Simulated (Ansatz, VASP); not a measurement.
**One calculation of NaH, two programs**

INCAR

```
SYSTEM = NaH
ALGO = Normal
EDIFF = 1E-8
ENCUT = 520
GGA = PE
ISIF = 2
ISMEAR = -1
LASPH = .True.
LCHARG = .False.
LEFG = .True.
LREAL = .False.
LWAVE = .False.
NBANDS = 11
NELM = 100
PREC = Accurate
SIGMA = 0.02
```

Contents of KPOINTS:

```
k-points
0
Gamma
  9 9 9
  0 0 0
```

File POSCAR:

```
NaH
1.0
    0.0000000000      2.4159600049      2.4888000000
    2.4159600049      0.0000000000      2.4888000000
    2.4159600049      2.4159600049      0.0000000000
Na H
1 1
Direct
    0.0000000000      0.0000000000      0.0000000000
    0.5000000000      0.5000000000      0.5000000000
```

Input for Ansatz:

```yaml
crystal:
  lattice:
    - [0.0, 2.4159600049, 2.4888]
    - [2.4159600049, 0.0, 2.4888]
    - [2.4159600049, 2.4159600049, 0.0]
  atoms:
    - { symbol: Na, position: [0.0, 0.0, 0.0] }
    - { symbol: H, position: [0.5, 0.5, 0.5] }
kpoints:
  mp_grid: { grid: [9, 9, 9] }
scf:
  occupations: { method: fermi_dirac, width: 0.02 }
hamiltonian:
  xc: pbe
  pseudopotentials: { kind: paw }
output:
  forces: true
  stress: true
  eigenvalues: true
  efg: { contact_densities: true }
```

Change from the starting cell: z stretched by +2 % at fixed volume, PAW files.

Alike in both runs: task electric field gradients; functional PBE; k mesh 9 × 9 × 9; occupations fermi-dirac, width 0.02 eV; no spin polarisation.

|  | VASP | Ansatz |
| --- | --- | --- |
| version | VASP 6.6.1 | Ansatz 0.2.0 |
| potentials or method | VASP PAW PBE potentials, release 64 (Na_pv, H) | PAW with Ansatz's default frozen-core files, scalar-relativistic |
| plane-wave cutoff (eV) | 520 | 420 |
| valence electrons in the cell | 8 | 10 |

```csv
,VASP,Ansatz,Ansatz less VASP
gap on the k mesh at the Fermi level (eV),3.97,3.97,+0.001
pressure (GPa),-0.7,-0.6,+0.03
largest component of the traceless stress (GPa),0.52,0.52,-0.007
Vzz of the field gradient on the site that differs most (V/Å²),2.8,2.6,-0.17
```

The functional is the same, so the differences come from potentials, cutoffs and numerics. The two sets of potentials don't hold the same shells in valence.

Caveats: an odd mesh through Γ misses points on the zone boundary, where band edges often lie.
